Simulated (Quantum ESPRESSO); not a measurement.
# TePb (Fm-3m) in Quantum ESPRESSO: notebook, part 2 of 2

Quantum ESPRESSO 7.5. The steps go on from the part before.

### Step 5. Single point, PBEsol, 32.38 Å³/atom

Input file pw.in:

```
&CONTROL
  calculation = 'scf'
  prefix = 'pwscf'
  outdir = './tmp'
  pseudo_dir = './pseudo'
  tprnfor = .true.
  tstress = .true.
  disk_io = 'nowf'
/
&SYSTEM
  ibrav = 0
  nat = 2
  ntyp = 2
  ecutwfc = 80
  nbnd = 22
  occupations = 'smearing'
  smearing = 'fd'
  degauss = 0.00367493
/
&ELECTRONS
  conv_thr = 4d-10
  electron_maxstep = 120
  mixing_beta = 0.5
/
ATOMIC_SPECIES
Pb   207.2000 Pb.upf
Te   127.6000 Te.upf
CELL_PARAMETERS angstrom
   0.0000000000    3.1873324849    3.1873324849
   3.1873324849    0.0000000000    3.1873324849
   3.1873324849    3.1873324849    0.0000000000
ATOMIC_POSITIONS crystal
Pb     0.0000000000    0.0000000000    0.0000000000
Te     0.5000000000    0.5000000000    0.5000000000
K_POINTS automatic
7 7 7 0 0 0
```

On the command line:

```sh
OMP_NUM_THREADS=1 pw.x -in pw.in > pw.out
```

Run time: 23 s. Hardware: 1 thread of Intel Xeon Platinum 8375C at 2.90GHz (Ice Lake), shared host; peak memory 0.11 GiB.

The run converged. Its results:

```
Free energy : -4761.3291 eV
Pressure    : 1.5 GPa
```

Caveat: this odd mesh misses L, where the gap lies, so gap, dielectric constants and Born charges aren't listed.

### Step 6. Single point, PBEsol, 33.05 Å³/atom

pw.in: that of step 5 with these lines changed.

```diff
@@ -28,5 +28,5 @@
 CELL_PARAMETERS angstrom
-   0.0000000000    3.1873324849    3.1873324849
-   3.1873324849    0.0000000000    3.1873324849
-   3.1873324849    3.1873324849    0.0000000000
+   0.0000000000    3.2093147829    3.2093147829
+   3.2093147829    0.0000000000    3.2093147829
+   3.2093147829    3.2093147829    0.0000000000
 ATOMIC_POSITIONS crystal
```

Potentials or basis: PseudoDojo 0.4.1 SR PBEsol standard.

On the command line:

```sh
OMP_NUM_THREADS=1 pw.x -in pw.in > pw.out
```

Run time: 26 s. Hardware: 1 thread of Intel Xeon Platinum 8375C at 2.90GHz (Ice Lake), shared host; peak memory 0.11 GiB.

It converged, with:

```yaml
Free_energy: -4761.3378 eV
Pressure: 0.5 GPa
```

Caveat: this odd mesh misses L, where the gap lies, so gap, dielectric constants and Born charges aren't listed.

### Step 7. Single point, PBEsol, 33.73 Å³/atom

pw.in: that of step 6 with these lines changed.

```diff
@@ -28,5 +28,5 @@
 CELL_PARAMETERS angstrom
-   0.0000000000    3.2093147829    3.2093147829
-   3.2093147829    0.0000000000    3.2093147829
-   3.2093147829    3.2093147829    0.0000000000
+   0.0000000000    3.2310000000    3.2310000000
+   3.2310000000    0.0000000000    3.2310000000
+   3.2310000000    3.2310000000    0.0000000000
 ATOMIC_POSITIONS crystal
```

On the command line:

```sh
OMP_NUM_THREADS=1 pw.x -in pw.in > pw.out
```

Run time: 28 s. Hardware: 1 thread of Intel Xeon Platinum 8375C at 2.90GHz (Ice Lake), shared host; peak memory 0.11 GiB.

It converged, with:

```
Free energy : -4761.3384 eV
Pressure    : -0.4 GPa
```

Caveat: this odd mesh misses L, where the gap lies, so gap, dielectric constants and Born charges aren't listed.

### Step 8. Single point, PBEsol, 34.40 Å³/atom

pw.in: that of step 7 with these lines changed.

```diff
@@ -28,5 +28,5 @@
 CELL_PARAMETERS angstrom
-   0.0000000000    3.2310000000    3.2310000000
-   3.2310000000    0.0000000000    3.2310000000
-   3.2310000000    3.2310000000    0.0000000000
+   0.0000000000    3.2523979746    3.2523979746
+   3.2523979746    0.0000000000    3.2523979746
+   3.2523979746    3.2523979746    0.0000000000
 ATOMIC_POSITIONS crystal
```

On the command line:

```sh
OMP_NUM_THREADS=1 pw.x -in pw.in > pw.out
```

Run time: 26 s. Hardware: 1 thread of Intel Xeon Platinum 8375C at 2.90GHz (Ice Lake), shared host; peak memory 0.11 GiB.

The run converged. Its results:

```yaml
Free_energy: -4761.3317 eV
Pressure: -1.2 GPa
```

Caveat: this odd mesh misses L, where the gap lies, so gap, dielectric constants and Born charges aren't listed.

### Step 9. Single point, PBEsol, 35.08 Å³/atom

pw.in: that of step 8 with these lines changed.

```diff
@@ -28,5 +28,5 @@
 CELL_PARAMETERS angstrom
-   0.0000000000    3.2523979746    3.2523979746
-   3.2523979746    0.0000000000    3.2523979746
-   3.2523979746    3.2523979746    0.0000000000
+   0.0000000000    3.2735180337    3.2735180337
+   3.2735180337    0.0000000000    3.2735180337
+   3.2735180337    3.2735180337    0.0000000000
 ATOMIC_POSITIONS crystal
```

Potentials or basis: PseudoDojo 0.4.1 SR PBEsol standard.

On the command line:

```sh
OMP_NUM_THREADS=1 pw.x -in pw.in > pw.out
```

It took 24 s on 1 thread of Intel Xeon Platinum 8375C at 2.90GHz (Ice Lake), shared host; peak memory 0.11 GiB.

The run converged. Its results:

```
Free energy : -4761.3184 eV
Pressure    : -1.9 GPa
```

Caveat: this odd mesh misses L, where the gap lies, so gap, dielectric constants and Born charges aren't listed.

### Step 10. Single point, PBEsol, 35.75 Å³/atom

pw.in: that of step 9 with these lines changed.

```diff
@@ -28,5 +28,5 @@
 CELL_PARAMETERS angstrom
-   0.0000000000    3.2735180337    3.2735180337
-   3.2735180337    0.0000000000    3.2735180337
-   3.2735180337    3.2735180337    0.0000000000
+   0.0000000000    3.2943690292    3.2943690292
+   3.2943690292    0.0000000000    3.2943690292
+   3.2943690292    3.2943690292    0.0000000000
 ATOMIC_POSITIONS crystal
```

On the command line:

```sh
OMP_NUM_THREADS=1 pw.x -in pw.in > pw.out
```

It took 34 s on 1 thread of Intel Xeon Platinum 8375C at 2.90GHz (Ice Lake), shared host; peak memory 0.12 GiB.

The run converged. Its results:

```
Free energy : -4761.2994 eV
Pressure    : -2.6 GPa
```

Caveat: this odd mesh misses L, where the gap lies, so gap, dielectric constants and Born charges aren't listed.

### Step 11. Equation of state, PBEsol

No new run: the results of the series are fitted here.

Results:

```
Equilibrium volume                      : 33.44 Å³/atom
Bulk modulus                            : 45 GPa
Pressure derivative of the bulk modulus : 4.5
```

Energy against volume, from the lowest point:
| volume (Å³/atom) | energy (meV/atom) |
| --- | --- |
| 31.706 | 13.55 |
| 32.380 | 4.64 |
| 33.055 | 0.29 |
| 33.730 | 0.00 |
| 34.404 | 3.36 |
| 35.079 | 9.97 |
| 35.753 | 19.50 |

Caveat: this odd mesh misses L, where the gap lies, so gap, dielectric constants and Born charges aren't listed. The run has no spin-orbit coupling, so splittings on Pb, Te are missing.

### Step 12. The runs side by side

| task | level | potentials or basis | spin | pressure (GPa) |
| --- | --- | --- | --- | --- |
| band structure | PBE | PseudoDojo 0.4 FR PBE standard | SOC, no magnetisation | 2.0 |
| band structure | PBEsol | PseudoDojo 0.4.1 SR PBEsol standard | off | -0.4 |
| equation of state | PBEsol | PseudoDojo 0.4.1 SR PBEsol standard | off | - |

Alike in all rows: cell as given; k mesh 7 × 7 × 7; cutoff (eV) 1088; smearing fermi-dirac 0.05 eV.

Caveats: spin-orbit coupling is left out, which moves the levels of the heavy elements (some runs).

Absolute energies hang on the potentials; compare differences alone.

### Step 13. Comparison with measurements

Step 2. A measured gap of TePb is 0.19 eV (direct; 4.2 K; a printed reference work, monograph); the calculated 0.09 eV misses it by -0.10 eV. The value is that of PBE, without temperature or zero-point motion. Semilocal functionals fall short of measured gaps as a rule.

Step 3. Against the measured gap of TePb, 0.19 eV (direct; 4.2 K; a printed reference work, monograph), the calculated 0.67 eV is off by +0.48 eV. Spin-orbit coupling on Pb, Te is left out. The value is that of PBEsol, without temperature or zero-point motion.
